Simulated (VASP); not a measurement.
# ZrS2 (P-3m1) in VASP: single point with PBE

Aim: the single point of ZrS2 with PBE.

All numbers are computed with VASP 6.6.1; they aren't measurements. Logs are shortened: lines on timing, memory, paths and dates and some standing lists are left out, and cuts for length are marked.

**1. The crystal as given**

It takes space group P-3m1 (No. 164, trigonal). Conventional cell: a = 3.691 Å, b = 3.691 Å, c = 6.041 Å, α = 90.00°, β = 90.00°, γ = 120.00°. Zr (site symmetry -3m) is surrounded by 6 S at 2.57 Å. S (site symmetry 3m) has 3 Zr at 2.57 Å as nearest neighbours.

The cell is a database's computed one.

**2. Single point, PBE**

Input file INCAR:

```
PREC = Accurate
ENCUT = 450
EDIFF = 1E-7
ISMEAR = 0
SIGMA = 0.02
LREAL = F
LASPH = T
NELM = 100
ALGO = Normal
ISIF = 2
LWAVE = F
LCHARG = F
GGA = PE
NBANDS = 19
```

Input file KPOINTS:

```
regular mesh
0
Gamma
  4 4 3
```

Input file POSCAR:

```
ZrS2
1.0
    3.6913825498      0.0000000000      0.0000000000
   -1.8456912749      3.1968310632      0.0000000000
    0.0000000000      0.0000000000      6.0410770100
Zr S
1 2
Direct
    0.0000000000      0.0000000000      0.0000000000
    0.3333333333      0.6666666667      0.2379099700
    0.6666666667      0.3333333333      0.7620900300
```

Potentials or basis: VASP PAW PBE potentials, release 64 (Zr_sv_GW, S_GW).

On the command line:

```
cat potpaw_PBE.64/Zr_sv_GW/POTCAR potpaw_PBE.64/S_GW/POTCAR > POTCAR
mpirun -np 1 vasp_std > vasp.out
```

OUTCAR:

```text
PREC = Accurate
   ENCUT = 450
   EDIFF = 1E-7
   ISMEAR = 0
   LREAL = F
   LASPH = T
   NELM = 100
   ISIF = 2
   GGA = PE

 ion  position               nearest neighbor table
   1  0.000  0.000  0.000-
   2  0.333  0.667  0.238-
   3  0.667  0.333  0.762-

  LATTYP: Found a hexagonal cell.
 ALAT       =     3.6913825498
 C/A-ratio  =     1.6365350728

  Lattice vectors:

 A1 = (   3.6913825498,   0.0000000000,   0.0000000000)
 A2 = (  -1.8456912749,   3.1968310632,   0.0000000000)
 A3 = (   0.0000000000,   0.0000000000,   6.0410770100)

Analysis of symmetry for initial positions (statically):
=====================================================================
 Subroutine PRICEL returns:
 Original cell was already a primitive cell.

 Routine SETGRP: Setting up the symmetry group for a
 hexagonal supercell.

 Subroutine GETGRP returns: Found 12 space group operations
 (whereof 12 operations were pure point group operations)
 out of a pool of 24 trial point group operations.

The static configuration has the point symmetry D_3d.

Analysis of symmetry for dynamics (positions and initial velocities):
=====================================================================
 Subroutine PRICEL returns:
 Original cell was already a primitive cell.

 Routine SETGRP: Setting up the symmetry group for a
 hexagonal supercell.

 Subroutine GETGRP returns: Found 12 space group operations
 (whereof 12 operations were pure point group operations)
 out of a pool of 24 trial point group operations.

The dynamic configuration has the point symmetry D_3d.

 Subroutine INISYM returns: Found 12 space group operations
 (whereof 12 operations are pure point group operations),
 and found     1 'primitive' translations

----------------------------------------------------------------------------------------

                                     Primitive cell

  volume of cell :      71.2891

  direct lattice vectors                    reciprocal lattice vectors
     3.691382550  0.000000000  0.000000000     0.270901210  0.156404887  0.000000000
    -1.845691275  3.196831063  0.000000000     0.000000000  0.312809773  0.000000000
     0.000000000  0.000000000  6.041077010     0.000000000  0.000000000  0.165533397

[... 65 lines left out ...]
   LSORBIT =      F    spin-orbit coupling
   LASPH  =      T    aspherical Exc in radial PAW
   ENCUT  =  450.0 eV  33.07 Ry    5.75 a.u.   6.38  6.38 10.45*2*pi/ulx,y,z
   NELM   =    100;   NELMIN=  2; NELMDL= -5     # of ELM steps
   EDIFF  = 0.1E-06   stopping-criterion for ELM
   LREAL  =      F    real-space projection
   EDIFFG = 0.1E-05   stopping-criterion for IOM
   NSW    =      0    number of steps for IOM
   IBRION =     -1    ionic relax: 0-MD 1-quasi-New 2-CG
   NFREE  =      0    steps in history (QN), initial steepest desc. (CG)
   ISIF   =      2    stress and relaxation
   ISYM   =      2    0-nonsym 1-usesym 2-fastsym
   POTIM  = 0.5000    time-step for ionic-motion
   TEBEG  =    0.0;   TEEND  =   0.0 temperature during run
   PSTRESS=    0.0 pullay stress
   NELECT =      24.0000    total number of electrons
   NUPDOWN=      -1.0000    fix difference up-down
   EMIN   =  10.00;   EMAX   =-10.00  energy-range for DOS
   EFERMI =   0.00;   METHOD = LEGACY
   ISMEAR =     0;   SIGMA  =   0.02  broadening in eV -4-tet -1-fermi 0-gaus
   EFERMI_NEDOS =   21; number of points for ismear=-14 and -15
   IALGO  =     38    algorithm
   IMIX   =      4    mixing-type and parameters
     AMIX     =   0.40;   BMIX     =  1.00
     AMIX_MAG =   1.60;   BMIX_MAG =  1.00
  volume/ion in A,a.u.               =      23.76       160.36
  Fermi-wavevector in a.u.,A,eV,Ry     =   1.138861  2.152136 17.646828  1.297005
  Thomas-Fermi vector in A             =   2.275565
   LORBIT       =      0    0 simple, 1 ext, 2 COOP (PROOUT), +10 PAW based schemes
   GGA     = PE    functional components
   LHFCALC =     F    Hartree Fock is set to
   AEXX    =    0.0000 exact exchange contribution
   IVDW    =     0    specifies the selected vdW correction
   LEPSILON=     F    determine dielectric tensor
   LRPA    =     F    only Hartree local field effects (RPA)
 non-spin polarized calculation
 Gauss-broadening in eV      SIGMA  =   0.02
  energy-cutoff  :      450.00
  volume of cell :       71.29
 maximum number of plane-waves:      1578
 NGX is ok and might be reduce to    28
   NGX = 13   NGY = 13   NGZ = 21

 number of electron      23.9999995 magnetization

 Free energy of the ion-electron system (eV)
  ---------------------------------------------------
  ext. energy  EPLUGINS =         0.00000000
  ---------------------------------------------------
  free energy    TOTEN  =       -23.09974972 eV

  energy without entropy =      -23.09974972  energy(sigma->0) =      -23.09974972

 E-fermi :   4.1591     XC(G=0):  -9.3426

 val. band max:        4.0568534220   @ k =   0.0000   0.0000   0.0000
 cond. band min:       5.1672540720   @ k =   0.5000  -0.0000   0.3333
 fundamental gap:      1.1104006500
 Fermi energy:         4.1591046529

 k-point     1 :       0.0000    0.0000    0.0000
  band No.  band energies     occupation
      1     -44.9288      2.00000
      2     -22.9936      2.00000
      3     -22.8381      2.00000
      4     -22.8381      2.00000
      5      -8.4659      2.00000
      6      -7.0684      2.00000
[... 175 lines left out ...]
      6      -7.2478      2.00000
[... 11 lines left out ...]
     18      11.9685      0.00000
     19      12.4985      0.00000

------------------------ aborting loop because EDIFF is reached ----------------------------------------

  FORCE on cell =-STRESS in cart. coord.  units (eV):
  Direction    XX          YY          ZZ          XY          YZ          ZX
  --------------------------------------------------------------------------------------
  -------------------------------------------------------------------------------------
  Total        0.1904412      0.1904412      0.3679028      0.0000000      0.0000000      0.0000000
  in kB        4.2800445      4.2800445      8.2683826      0.0000000      0.0000000      0.0000000
  external PRESSURE =       5.6094906 kB  Pullay stress =       0.0000000 kB

 VOLUME and BASIS-vectors are now :
 -----------------------------------------------------------------------------
  energy-cutoff  :      450.00
  volume of cell :       71.29
      direct lattice vectors                 reciprocal lattice vectors
     3.691382550  0.000000000  0.000000000     0.270901210  0.156404887  0.000000000
    -1.845691275  3.196831063  0.000000000     0.000000000  0.312809773  0.000000000
     0.000000000  0.000000000  6.041077010     0.000000000  0.000000000  0.165533397

 POSITION                                       TOTAL-FORCE (eV/Angst)
 -----------------------------------------------------------------------------------
      0.00000      0.00000      0.00000        -0.000000      0.000000      0.000000
     -0.00000      2.13122      1.43723         0.000000     -0.000000      0.029751
      1.84569      1.06561      4.60384        -0.000000      0.000000     -0.029751
 -----------------------------------------------------------------------------------
    total drift:                                0.000000      0.000000      0.000000

  FREE ENERGIE OF THE ION-ELECTRON SYSTEM (eV)
  ---------------------------------------------------
  free  energy   TOTEN  =       -23.0997497213 eV

  energy  without entropy=      -23.0997497213  energy(sigma->0) =      -23.09974972
```

OSZICAR:

```text
N       E                     dE             d eps       ncg     rms          rms(c)
DAV:   1     0.161227546735E+03    0.16123E+03   -0.10923E+04   342   0.104E+03
DAV:   2    -0.124793787219E+02   -0.17371E+03   -0.17020E+03   561   0.314E+02
DAV:   3    -0.263622494354E+02   -0.13883E+02   -0.13846E+02   468   0.770E+01
DAV:   4    -0.267664936296E+02   -0.40424E+00   -0.40404E+00   580   0.170E+01
DAV:   5    -0.267702381619E+02   -0.37445E-02   -0.37438E-02   480   0.137E+00    0.759E+00
DAV:   6    -0.231956573640E+02    0.35746E+01   -0.88702E+00   459   0.170E+01    0.285E+00
DAV:   7    -0.231097054266E+02    0.85952E-01   -0.10834E+00   391   0.609E+00    0.163E+00
DAV:   8    -0.230987161093E+02    0.10989E-01   -0.13653E-01   513   0.250E+00    0.548E-01
DAV:   9    -0.231006366359E+02   -0.19205E-02   -0.33865E-02   456   0.111E+00    0.209E-01
DAV:  10    -0.230998470072E+02    0.78963E-03   -0.94796E-03   588   0.628E-01    0.808E-02
DAV:  11    -0.230997417233E+02    0.10528E-03   -0.11550E-03   467   0.215E-01    0.218E-02
DAV:  12    -0.230997478075E+02   -0.60842E-05   -0.13704E-04   398   0.753E-02    0.807E-03
DAV:  13    -0.230997502490E+02   -0.24415E-05   -0.23740E-05   506   0.305E-02    0.421E-03
DAV:  14    -0.230997497261E+02    0.52286E-06   -0.62137E-06   497   0.158E-02    0.872E-04
DAV:  15    -0.230997497213E+02    0.48194E-08   -0.38690E-07   421   0.450E-03
   1 F= -.23099750E+02 E0= -.23099750E+02  d E =-.104593E-14
```

Run time: 12 s. Hardware: 1 thread of Intel Xeon 6975P-C (Granite Rapids), shared host; peak memory 0.18 GiB.

Results:

- Free energy: -23.0997 eV
- Pressure: 0.6 GPa
- Largest force: 0.030 eV/Å
- Band gap on the k mesh: 1.11 eV, indirect (least direct gap 1.61 eV)

Forces on the atoms (eV/Å):
```
Zr   0.000  0.000  0.000
S    0.000  0.000  0.030
S    0.000  0.000 -0.030
```

Caveat: the k mesh is coarse (spacing up to 0.49 Å⁻¹), so the values aren't converged; an odd mesh through Γ misses points on the zone boundary, where band edges often lie; this functional lacks dispersion, which binds the layers, so the pressure and a relaxed spacing across them are unreliable.
